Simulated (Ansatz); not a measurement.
## NaI: what changed settings do

All trials start from this Ansatz input:

```yaml
crystal:
  lattice:
    - [-2.2145135, 2.2145135, 8.363772]
    - [2.2145135, -2.2145135, 8.363772]
    - [2.2145135, 2.2145135, -8.363772]
  atoms:
    - { symbol: Na, position: [0.25, 0.75, 0.5] }
    - { symbol: Na, position: [0.5, 0.5, 0.0] }
    - { symbol: I, position: [0.75, 0.25, 0.5] }
    - { symbol: I, position: [0.0, 0.0, 0.0] }
basis:
  ecutwfc: 420
kpoints:
  mp_grid: { grid: [6, 6, 6] }
hamiltonian:
  xc: pbe
scf:
  occupations: { method: gaussian, width: 0.1 }
output:
  forces: true
  stress: true
  eigenvalues: true
```

Command:

```bash
ansatz run input.yaml --threads 1 --pin off --max-ram 1331MiB --backend cpu --events-out ev --progress --plain --runs-dir out
```

The run converges in 8 SCF iterations on 30 irreducible k-points: pressure 0.08 GPa, gap on the sampled k-points 3.09 eV.

Settings here are deliberately varied, not converged. Each trial's input is given as a difference from the reference's; energies are extrapolated to zero smearing where there is one, and pressure is positive in compression.

Trial 1 (volume scaled):

```diff
 crystal:
   lattice:
-    - [-2.2145135, 2.2145135, 8.363772]
-    - [2.2145135, -2.2145135, 8.363772]
-    - [2.2145135, 2.2145135, -8.363772]
+    - [-2.5064997535, 2.5064997535, 9.466545341]
+    - [2.5064997535, -2.5064997535, 9.466545341]
+    - [2.5064997535, 2.5064997535, -9.466545341]
 basis:
+  xc_grid: 2
 kpoints:
-  mp_grid: { grid: [6, 6, 6] }
+  mp_grid: { grid: [2, 2, 2] }
 scf:
+  mixing: { algorithm: msr1, ndim: 12, preconditioner: local_kerker }
+  max_iter: 66
```

The run converges in 7 SCF iterations on 4 irreducible k-points: energy 201 meV per atom above the reference, pressure -1.56 GPa, gap on the sampled k-points 2.54 eV.

Trial 2 (origin moved):

```diff
 crystal:
   atoms:
-    - { symbol: Na, position: [0.25, 0.75, 0.5] }
-    - { symbol: Na, position: [0.5, 0.5, 0.0] }
-    - { symbol: I, position: [0.75, 0.25, 0.5] }
-    - { symbol: I, position: [0.0, 0.0, 0.0] }
+    - { symbol: Na, position: [0.283, 1.673, 0.832] }
+    - { symbol: Na, position: [0.533, 1.423, 0.332] }
+    - { symbol: I, position: [0.783, 1.173, 0.832] }
+    - { symbol: I, position: [0.033, 0.923, 0.332] }
```

The run converges in 8 SCF iterations on 30 irreducible k-points: the reference's energy to 0.01 meV per atom, pressure 0.08 GPa, gap on the sampled k-points 3.09 eV.

Trial 3:

```diff
 kpoints:
-  mp_grid: { grid: [6, 6, 6] }
+  mp_grid: { grid: [1, 4, 3] }
```

The run converges in 7 SCF iterations on 7 irreducible k-points: energy 17.2 meV per atom above the reference, pressure 0.26 GPa, largest force 0.082 eV/Å, gap on the sampled k-points 3.10 eV. It warns that the mesh lowers the symmetry.

Trial 4:

```diff
 kpoints:
-  mp_grid: { grid: [6, 6, 6] }
+  mp_grid: { grid: [2, 2, 2] }
 hamiltonian:
+  dispersion: none
 scf:
+  mixing: { algorithm: anderson, ndim: 12 }
+  initial_density: { chi_scale: 0, normalization: atom }
+  convergence: { dr2_threshold: "1e-4 eV" }
+  max_iter: 100
```

The run converges in 7 SCF iterations on 4 irreducible k-points: pressure 1.06 GPa, gap on the sampled k-points 3.06 eV. It warns that the SCF threshold is loose for the forces; that the SCF threshold is loose for the stress.

Trial 5:

```diff
 kpoints:
-  mp_grid: { grid: [6, 6, 6] }
+  mp_grid: { grid: [2, 2, 2] }
 hamiltonian:
+  dispersion: d3bjatm
 scf:
+  n_extra_bands: 8
+  algorithm: density_mixing
+  max_iter: 30
+  convergence: { dr2_threshold: "1e-6 eV" }
```

The run converges in 6 SCF iterations on 4 irreducible k-points: pressure 0.22 GPa, gap on the sampled k-points 3.06 eV. It warns that the SCF threshold is loose for the forces; that the SCF threshold is loose for the stress.

Trial 6:

```diff
 basis:
+  ecutrho_ratio: 8
+  xc_grid: 2
 kpoints:
-  mp_grid: { grid: [6, 6, 6] }
+  mp_grid: { kspacing: 1.4 }
 hamiltonian:
-  xc: pbe
+  xc: pw92
 scf:
-  occupations: { method: gaussian, width: 0.1 }
+  occupations: { method: gaussian }
```

The run converges in 6 SCF iterations on 4 irreducible k-points: pressure -0.36 GPa, gap on the sampled k-points 2.75 eV.